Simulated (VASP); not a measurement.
# Si (Imma) in VASP: further runs

Runs on Si. Level: PBE. Tasks: single point.

All numbers are computed with VASP 6.6.1; they aren't measurements. Logs are shortened: lines on timing, memory, paths and dates and some standing lists are left out, and cuts for length are marked.

## 1. The structure

The structure is orthorhombic, space group Imma (No. 74). Conventional cell: a = 3.849 Å, b = 3.878 Å, c = 5.444 Å, α = 90.00°, β = 90.00°, γ = 90.00°. Around Si (site symmetry mm2) lie 4 Si at 2.36 to 2.37 Å.

## 2. Single point, PBE

File INCAR:

```
SYSTEM = Si
  PREC = Accurate
  ENCUT = 520
  EDIFF = 1E-6
  ISMEAR = 0
  SIGMA = 0.02
  LREAL = .FALSE.
  LASPH = .TRUE.
  NELM = 100
  ALGO = Fast
  ISIF = 2
  LWAVE = .FALSE.
  LCHARG = .TRUE.
  GGA = PE
  LELF = .TRUE.
  LVHAR = .TRUE.
  NBANDS = 16
```

File KPOINTS:

```
regular mesh
0
G
  10 8 10
  0 0 0
```

File POSCAR:

```
Si
1.0
    3.8491894894      0.0000000000      0.0000000000
    0.0000000000      5.4435759800      0.0000000000
    0.0000000000      0.0000000000      3.8778546699
Si
4
Direct
    0.0000000000      0.0004991451      0.0000000000
    0.5000000000      0.5004991451      0.5000000000
    0.0000000000      0.2495008549      0.5000000000
    0.5000000000      0.7495008549      0.0000000000
```

Potentials or basis: VASP PAW PBE potentials, release 64 (Si).

Started as:

```bash
cat potpaw_PBE.64/Si/POTCAR > POTCAR
mpirun -np 1 vasp_std > vasp.out
```

OUTCAR:

```text
SYSTEM = Si
   PREC = Accurate
   ENCUT = 520
   EDIFF = 1E-6
   ISMEAR = 0
   LREAL = .FALSE.
   LASPH = .TRUE.
   NELM = 100
   ISIF = 2
   GGA = PE

 ion  position               nearest neighbor table
   1  0.000  0.000  0.000-   4 2.36   4 2.36   3 2.37   3 2.37
   2  0.500  0.500  0.500-   3 2.36   3 2.36   4 2.37   4 2.37
   3  0.000  0.250  0.500-   2 2.36   2 2.36   1 2.37   1 2.37
   4  0.500  0.750  0.000-   1 2.36   1 2.36   2 2.37   2 2.37

  LATTYP: Found a simple orthorhombic cell.
 ALAT       =     3.8491894894
 B/A-ratio  =     1.0074470692
 C/A-ratio  =     1.4142135624

  Lattice vectors:

 A1 = (  -3.8491894894,   0.0000000000,   0.0000000000)
 A2 = (   0.0000000000,   0.0000000000,   3.8778546699)
 A3 = (   0.0000000000,   5.4435759800,   0.0000000000)

Analysis of symmetry for initial positions (statically):
=====================================================================
 Subroutine PRICEL returns following result:

  LATTYP: Found a body centered orthorhombic cell.
 ALAT       =     3.8491894894
 B/A-ratio  =     1.0074470692
 C/A-ratio  =     1.4142135624

  Lattice vectors:

 A1 = (   1.9245947447,   2.7217879900,   1.9389273349)
 A2 = (  -1.9245947447,   2.7217879900,  -1.9389273349)
 A3 = (  -1.9245947447,  -2.7217879900,   1.9389273350)

   2 primitive cells build up your supercell.

 Routine SETGRP: Setting up the symmetry group for a
 simple orthorhombic supercell.

 Subroutine GETGRP returns: Found  8 space group operations
 (whereof  4 operations were pure point group operations)
 out of a pool of  8 trial point group operations.

The static configuration has the point symmetry C_2v.
 The point group associated with its full space group is D_2h.

Analysis of symmetry for dynamics (positions and initial velocities):
=====================================================================
 Subroutine PRICEL returns following result:

  LATTYP: Found a body centered orthorhombic cell.
 ALAT       =     3.8491894894
 B/A-ratio  =     1.0074470692
 C/A-ratio  =     1.4142135624

  Lattice vectors:

 A1 = (   1.9245947447,   2.7217879900,   1.9389273349)
 A2 = (  -1.9245947447,   2.7217879900,  -1.9389273349)
 A3 = (  -1.9245947447,  -2.7217879900,   1.9389273350)

   2 primitive cells build up your supercell.

 Routine SETGRP: Setting up the symmetry group for a
 simple orthorhombic supercell.

 Subroutine GETGRP returns: Found  8 space group operations
 (whereof  4 operations were pure point group operations)
 out of a pool of  8 trial point group operations.

The dynamic configuration has the point symmetry C_2v.
 The point group associated with its full space group is D_2h.

 Subroutine INISYM returns: Found  8 space group operations
 (whereof  4 operations are pure point group operations),
 and found     2 'primitive' translations

----------------------------------------------------------------------------------------

                                     Primitive cell

  volume of cell :      40.6270

  direct lattice vectors                    reciprocal lattice vectors
     1.924594745  2.721787990  1.938927335     0.000000000  0.183702773  0.257874543
    -1.924594745  2.721787990 -1.938927335    -0.259794952  0.183702773  0.000000000
    -1.924594745 -2.721787990  1.938927335    -0.259794952  0.000000000  0.257874543

  length of vectors
     3.856375760  3.856375760  3.856375760     0.316616469  0.318182536  0.366050129

  position of ions in fractional coordinates (direct lattice)
     0.000499145  0.000499145  0.000000000
     0.749500855  0.249500855  0.500000000

  ion indices of the primitive-cell ions
   primitive index   ion index
                 1           1
                 2           3

----------------------------------------------------------------------------------------

 KPOINTS: regular mesh

Automatic generation of k-mesh.
 Grid dimensions read from file:
 generate k-points for:   10    8   10

 Generating k-lattice:

  Cartesian coordinates                     Fractional coordinates (reciprocal lattice)
     0.025979495  0.000000000  0.000000000     0.100000000  0.000000000  0.000000000
     0.000000000  0.022962847  0.000000000     0.000000000  0.125000000  0.000000000
     0.000000000  0.000000000  0.025787454     0.000000000  0.000000000  0.100000000

  Length of vectors
     0.025979495  0.022962847  0.025787454

  Shift w.r.t. Gamma in fractional coordinates (k-lattice)
     0.000000000  0.000000000  0.000000000

 Subroutine IBZKPT returns following result:
 ===========================================

 Found    180 irreducible k-points:

 Following reciprocal coordinates:
            Coordinates               Weight
  0.000000  0.000000  0.000000      1.000000
  0.100000  0.000000  0.000000      2.000000
  0.200000  0.000000  0.000000      2.000000
  0.300000  0.000000  0.000000      2.000000
  0.400000  0.000000  0.000000      2.000000
  0.500000  0.000000  0.000000      1.000000
[... 16 lines left out ...]
  0.400000  0.375000  0.000000      4.000000
  0.500000  0.375000  0.000000      2.000000
 [... further k-points ...]
   k-points           NKPTS =    180   k-points in BZ     NKDIM =    180   number of bands    NBANDS=     16
   number of dos      NEDOS =    301   number of ions     NIONS =      4
   total plane-waves  NPLWV =  36000
   dimension x,y,z NGX =    30 NGY =   40 NGZ =   30
   dimension x,y,z NGXF=    60 NGYF=   80 NGZF=   60
   ions per type =               4
   NGX,Y,Z   is equivalent  to a cutoff of  12.96, 12.22, 12.86 a.u.
   NGXF,Y,Z  is equivalent  to a cutoff of  25.91, 24.43, 25.72 a.u.
 SYSTEM =  Si
   PREC   = accura    normal or accurate (medium, high low for compatibility)
   ISTART =      0    job   : 0-new  1-cont  2-samecut
   ICHARG =      2    charge: 1-file 2-atom 10-const
   ISPIN  =      1    spin polarized calculation?
   LNONCOLLINEAR =      F non collinear calculations
   LSORBIT =      F    spin-orbit coupling
   LASPH  =      T    aspherical Exc in radial PAW
   ENCUT  =  520.0 eV  38.22 Ry    6.18 a.u.   7.16 10.12  7.21*2*pi/ulx,y,z
   NELM   =    100;   NELMIN=  2; NELMDL= -5     # of ELM steps
   EDIFF  = 0.1E-05   stopping-criterion for ELM
   LREAL  =      F    real-space projection
   EDIFFG = 0.1E-04   stopping-criterion for IOM
   NSW    =      0    number of steps for IOM
   IBRION =     -1    ionic relax: 0-MD 1-quasi-New 2-CG
   NFREE  =      0    steps in history (QN), initial steepest desc. (CG)
   ISIF   =      2    stress and relaxation
   ISYM   =      2    0-nonsym 1-usesym 2-fastsym
   POTIM  = 0.5000    time-step for ionic-motion
   TEBEG  =    0.0;   TEEND  =   0.0 temperature during run
   PSTRESS=    0.0 pullay stress
   NELECT =      16.0000    total number of electrons
   NUPDOWN=      -1.0000    fix difference up-down
   EMIN   =  10.00;   EMAX   =-10.00  energy-range for DOS
   EFERMI =   0.00;   METHOD = LEGACY
   ISMEAR =     0;   SIGMA  =   0.02  broadening in eV -4-tet -1-fermi 0-gaus
   EFERMI_NEDOS =   21; number of points for ismear=-14 and -15
   IALGO  =     68    algorithm
   IMIX   =      4    mixing-type and parameters
     AMIX     =   0.40;   BMIX     =  1.00
     AMIX_MAG =   1.60;   BMIX_MAG =  1.00
  volume/ion in A,a.u.               =      20.31       137.08
  Fermi-wavevector in a.u.,A,eV,Ry     =   0.952430  1.799832 12.342160  0.907123
  Thomas-Fermi vector in A             =   2.080992
   LORBIT       =      0    0 simple, 1 ext, 2 COOP (PROOUT), +10 PAW based schemes
   GGA     = PE    functional components
   LHFCALC =     F    Hartree Fock is set to
   AEXX    =    0.0000 exact exchange contribution
   IVDW    =     0    specifies the selected vdW correction
   LEPSILON=     F    determine dielectric tensor
   LRPA    =     F    only Hartree local field effects (RPA)
 non-spin polarized calculation
 RMM-DIIS sequential band-by-band and
 Gauss-broadening in eV      SIGMA  =   0.02
  energy-cutoff  :      520.00
  volume of cell :       81.25
 maximum number of plane-waves:      2212
 NGX is ok and might be reduce to    30
   NGX = 15   NGY = 21   NGZ = 15

 number of electron      15.9999998 magnetization

 Free energy of the ion-electron system (eV)
  ---------------------------------------------------
  ext. energy  EPLUGINS =         0.00000000
  ---------------------------------------------------
  free energy    TOTEN  =       -21.69717924 eV

  energy without entropy =      -21.69717924  energy(sigma->0) =      -21.69717924

 E-fermi :   5.7958     XC(G=0):  -9.3521

 val. band max:        5.7056207132   @ k =   0.0000   0.0000   0.0000
 cond. band min:       6.2578943946   @ k =   0.0000   0.1250   0.0000
 fundamental gap:      0.5522736814
 Fermi energy:         5.7958159989

 k-point     1 :       0.0000    0.0000    0.0000
  band No.  band energies     occupation
      1      -6.1780      2.00000
      2      -2.0862      2.00000
      3      -2.0583      2.00000
      4       2.8037      2.00000
      5       2.8986      2.00000
      6       5.6378      2.00000
[... 8 lines left out ...]
     15      13.3650      0.00000
     16      13.4666      0.00000

 k-point     2 :       0.1000    0.0000    0.0000
  band No.  band energies     occupation
      1      -6.0911      2.00000
      2      -2.1002      2.00000
      3      -1.9919      2.00000
      4       2.4228      2.00000
      5       2.8733      2.00000
      6       4.9677      2.00000
[... 8 lines left out ...]
     15      12.9351      0.00000
     16      13.3214      0.00000

 k-point     3 :       0.2000    0.0000    0.0000
  band No.  band energies     occupation
      1      -5.8326      2.00000
      2      -2.2863      2.00000
      3      -1.7098      2.00000
      4       1.6989      2.00000
      5       3.0785      2.00000
      6       3.6778      2.00000
[... 8 lines left out ...]
     15      12.2461      0.00000
     16      13.3170      0.00000
[... 362 lines left out ...]
 k-point    23 :       0.4000    0.3750    0.0000
  band No.  band energies     occupation
      1      -4.3707      2.00000
      2      -3.7538      2.00000
      3      -1.0930      2.00000
      4      -0.4159      2.00000
      5       3.5558      2.00000
      6       4.1629      2.00000
[... 8 lines left out ...]
     15      13.4742      0.00000
     16      13.4783      0.00000

 k-point    24 :       0.5000    0.3750    0.0000
  band No.  band energies     occupation
      1      -3.9140      2.00000
      2      -3.9140      2.00000
      3      -1.0521      2.00000
      4      -1.0521      2.00000
      5       4.0939      2.00000
      6       4.0939      2.00000
[... 8 lines left out ...]
     15      13.5602      0.00000
     16      13.5602      0.00000

 [... further k-points ...]

------------------------ aborting loop because EDIFF is reached ----------------------------------------

  FORCE on cell =-STRESS in cart. coord.  units (eV):
  Direction    XX          YY          ZZ          XY          YZ          ZX
  --------------------------------------------------------------------------------------
  -------------------------------------------------------------------------------------
  Total        0.5090309      0.4030097     -0.0489610      0.0000000      0.0000000      0.0000000
  in kB       10.0371314      7.9465924     -0.9654187      0.0000000      0.0000000      0.0000000
  external PRESSURE =       5.6727683 kB  Pullay stress =       0.0000000 kB

 VOLUME and BASIS-vectors are now :
 -----------------------------------------------------------------------------
  energy-cutoff  :      520.00
  volume of cell :       81.25
      direct lattice vectors                 reciprocal lattice vectors
     3.849189489  0.000000000  0.000000000     0.259794952  0.000000000  0.000000000
     0.000000000  5.443575980  0.000000000     0.000000000  0.183702773  0.000000000
     0.000000000  0.000000000  3.877854670     0.000000000  0.000000000  0.257874543

 POSITION                                       TOTAL-FORCE (eV/Angst)
 -----------------------------------------------------------------------------------
      0.00000      0.00272      0.00000        -0.000000     -0.002423     -0.000000
      1.92459      2.72451      1.93893        -0.000000     -0.002423     -0.000000
      0.00000      1.35818      1.93893         0.000000      0.002423      0.000000
      1.92459      4.07996      0.00000         0.000000      0.002423      0.000000
 -----------------------------------------------------------------------------------
    total drift:                               -0.000000      0.000000     -0.000000

  FREE ENERGIE OF THE ION-ELECTRON SYSTEM (eV)
  ---------------------------------------------------
  free  energy   TOTEN  =       -21.6971792448 eV

  energy  without entropy=      -21.6971792448  energy(sigma->0) =      -21.69717924
```

It took 3 min on 1 thread of Intel Xeon Platinum 8488C (Sapphire Rapids), shared host; peak memory 0.29 GiB.

What came out:

```yaml
Free_energy: -21.6972 eV
Pressure: 0.6 GPa
Band_gap_on_the_k_mesh: 0.55 eV
```

Forces in eV/Å, atoms in the order of the input:
```
Si   0.000 -0.002  0.000
Si   0.000 -0.002  0.000
Si   0.000  0.002  0.000
Si   0.000  0.002  0.000
```

Levels at points of the mesh, in eV from the valence-band top:
```
           k point  band 4  band 5  band 6  band 7  band 8  band 9  band 10  band 11  band 12  band 13
(0.00, 0.00, 0.00)   -2.90   -2.81   -0.07   -0.01    0.00    0.64     0.75     2.50     2.52     2.58
(0.50, 0.00, 0.00)   -5.47   -3.70   -3.70   -1.39   -1.39    2.35     2.35     4.71     4.71     5.06
(0.00, 0.50, 0.00)   -3.53   -1.94   -1.94   -1.86   -1.86    1.10     1.10     3.11     3.11     5.67
(0.50, 0.50, 0.00)   -6.92   -1.26   -1.26   -1.20   -1.20    1.42     1.42     3.28     3.28     3.34
(0.00, 0.00, 0.50)   -5.47   -3.71   -3.71   -1.32   -1.32    2.43     2.43     4.76     4.76     5.12
(0.50, 0.00, 0.50)   -7.80   -2.83   -2.83   -2.83   -2.83    0.72     0.72     0.72     0.72     9.96
(0.00, 0.50, 0.50)   -6.93   -1.19   -1.19   -1.18   -1.18    1.50     1.50     3.34     3.34     3.34
(0.50, 0.50, 0.50)   -7.64   -3.81   -3.81   -3.81   -3.81    4.27     4.27     4.27     4.27     4.96
```

A k mesh can miss the band edges.

## 3. Single point, PBE

This run uses another cell than the first one, of 20.38 Å³/atom, 1.003 times its volume.

File INCAR:

```
  PREC = Accurate
  ENCUT = 520
  EDIFF = 1E-6
  ISMEAR = 0
  SIGMA = 0.02
  LREAL = F
  LASPH = T
  NELM = 100
  ALGO = Fast
  ISIF = 2
  LWAVE = F
  LCHARG = F
  GGA = PE
  NBANDS = 16
```

File KPOINTS:

```
regular mesh
0
Gamma
  10 8 10
```

File POSCAR:

```
Si
1.0
    3.8491894894      0.0000000000      0.0000000000
    0.0000000000      5.4435759800      0.0000000000
    0.0000000000      0.0000000000      3.8905619349
Si
4
Direct
    0.0000000000      0.0000000000      0.0000000000
    0.5000000000      0.5000000000      0.5000000000
    0.0000000000      0.2500000000      0.5000000000
    0.5000000000      0.7500000000      0.0000000000
```

Potentials or basis: VASP PAW PBE potentials, release 64 (Si).

Started as:

```bash
cat potpaw_PBE.64/Si/POTCAR > POTCAR
mpirun -np 1 vasp_std > vasp.out
```

Run time: 2.9 min. Hardware: 1 thread of Intel Xeon Platinum 8488C (Sapphire Rapids), shared host; peak memory 0.29 GiB.

Results (log left out):

* Free energy: -21.6958 eV
* Pressure: 0.3 GPa
* Largest force: 0.098 eV/Å
* Band gap on the k mesh: 0.55 eV

Forces on the atoms (eV/Å):
```
Si   0.000  0.098  0.000
Si   0.000  0.098  0.000
Si   0.000 -0.098  0.000
Si   0.000 -0.098  0.000
```

Stress tensor (GPa, compression positive):
```
 1.19  0.00  0.00
 0.00  0.61  0.00
 0.00  0.00 -0.95
```

Levels at points of the mesh, in eV from the valence-band top:
| k point | band 4 | band 5 | band 6 | band 7 | band 8 | band 9 | band 10 | band 11 | band 12 | band 13 |
| --- | --- | --- | --- | --- | --- | --- | --- | --- | --- | --- |
| (0.00, 0.00, 0.00) | -2.91 | -2.80 | -0.05 | -0.03 | 0.00 | 0.64 | 0.75 | 2.46 | 2.50 | 2.62 |
| (0.50, 0.00, 0.00) | -5.48 | -3.68 | -3.68 | -1.38 | -1.38 | 2.35 | 2.35 | 4.68 | 4.68 | 5.06 |
| (0.00, 0.50, 0.00) | -3.52 | -1.95 | -1.95 | -1.85 | -1.85 | 1.10 | 1.10 | 3.12 | 3.12 | 5.66 |
| (0.50, 0.50, 0.00) | -6.92 | -1.25 | -1.25 | -1.21 | -1.21 | 1.40 | 1.40 | 3.24 | 3.24 | 3.38 |
| (0.00, 0.00, 0.50) | -5.44 | -3.70 | -3.70 | -1.33 | -1.33 | 2.42 | 2.42 | 4.79 | 4.79 | 5.13 |
| (0.50, 0.00, 0.50) | -7.79 | -2.81 | -2.81 | -2.81 | -2.81 | 0.74 | 0.74 | 0.74 | 0.74 | 9.93 |
| (0.00, 0.50, 0.50) | -6.90 | -1.21 | -1.21 | -1.15 | -1.15 | 1.50 | 1.50 | 3.32 | 3.32 | 3.37 |
| (0.50, 0.50, 0.50) | -7.63 | -3.80 | -3.80 | -3.80 | -3.80 | 4.29 | 4.29 | 4.29 | 4.29 | 4.97 |

A k mesh can miss the band edges. A hybrid or GW would open this gap; PBE tends to underestimate it.

## 4. Single point, PBE

This run uses another cell than the first one, of 20.38 Å³/atom, 1.003 times its volume.

File INCAR:

```
PREC = Accurate
ENCUT = 520
EDIFF = 1E-7
ISMEAR = 0
SIGMA = 0.1
LREAL = False
LASPH = True
NELM = 100
ALGO = Normal
ISIF = 2
LWAVE = False
LCHARG = False
GGA = PE
NBANDS = 16
```

File KPOINTS:

```
regular mesh
0
Gamma
  6 4 6
```

POSCAR is that of step 3.

Started as:

```bash
cat potpaw_PBE.64/Si/POTCAR > POTCAR
mpirun -np 1 vasp_std > vasp.out
```

Wall time 50 s (1 thread of Intel Xeon Platinum 8488C (Sapphire Rapids), shared host); peak memory 0.19 GiB.

It converged, with:

| Item | Value |
| --- | --- |
| Free energy | -21.6801 eV |
| Pressure | 0.3 GPa |
| Largest force | 0.098 eV/Å |
| Band gap on the k mesh | 0.59 eV |

Forces in eV/Å, atoms in the order of the input:
```
Si   0.000  0.098  0.000
Si   0.000  0.098  0.000
Si   0.000 -0.098  0.000
Si   0.000 -0.098  0.000
```

Stress tensor (GPa, compression positive):
```
 1.30  0.00  0.00
 0.00  0.48  0.00
 0.00  0.00 -0.86
```

Levels at points of the mesh, in eV from the valence-band top:
| k point | band 4 | band 5 | band 6 | band 7 | band 8 | band 9 | band 10 | band 11 | band 12 | band 13 |
| --- | --- | --- | --- | --- | --- | --- | --- | --- | --- | --- |
| (0.00, 0.00, 0.00) | -2.91 | -2.80 | -0.05 | -0.02 | 0.00 | 0.63 | 0.75 | 2.46 | 2.50 | 2.62 |
| (0.50, 0.00, 0.00) | -5.48 | -3.68 | -3.68 | -1.38 | -1.38 | 2.35 | 2.35 | 4.68 | 4.68 | 5.06 |
| (0.00, 0.50, 0.00) | -3.52 | -1.95 | -1.95 | -1.85 | -1.85 | 1.10 | 1.10 | 3.12 | 3.12 | 5.66 |
| (0.50, 0.50, 0.00) | -6.92 | -1.25 | -1.25 | -1.21 | -1.21 | 1.40 | 1.40 | 3.24 | 3.24 | 3.38 |
| (0.00, 0.00, 0.50) | -5.44 | -3.70 | -3.70 | -1.33 | -1.33 | 2.42 | 2.42 | 4.79 | 4.79 | 5.13 |
| (0.50, 0.00, 0.50) | -7.79 | -2.81 | -2.81 | -2.81 | -2.81 | 0.74 | 0.74 | 0.74 | 0.74 | 9.93 |
| (0.00, 0.50, 0.50) | -6.90 | -1.21 | -1.21 | -1.15 | -1.15 | 1.50 | 1.50 | 3.31 | 3.31 | 3.37 |
| (0.50, 0.50, 0.50) | -7.63 | -3.80 | -3.80 | -3.80 | -3.80 | 4.29 | 4.29 | 4.29 | 4.29 | 4.97 |

A k mesh can miss the band edges.

## 5. The runs side by side

```csv
cell,k mesh,smearing,gap on the mesh (eV),pressure (GPa),largest force (eV/Å)
"Imma, 20.31 Å³/atom",10 × 8 × 10,gaussian 0.02 eV,0.55,0.6,-
"Imma, 20.38 Å³/atom",10 × 8 × 10,gaussian 0.02 eV,0.55,0.3,0.10
"Imma, 20.38 Å³/atom",6 × 4 × 6,gaussian 0.1 eV,0.59,0.3,0.10
```

Alike in all rows: task single point; level PBE; potentials or basis VASP PAW PBE potentials, release 64 (Si); no spin polarisation; cutoff (eV) 520.

On the cell as given the gap runs from 0.55 eV (PBE) to 0.59 eV (PBE); the meshes differ, which moves gaps too.

Absolute energies hang on the potentials; compare differences alone.
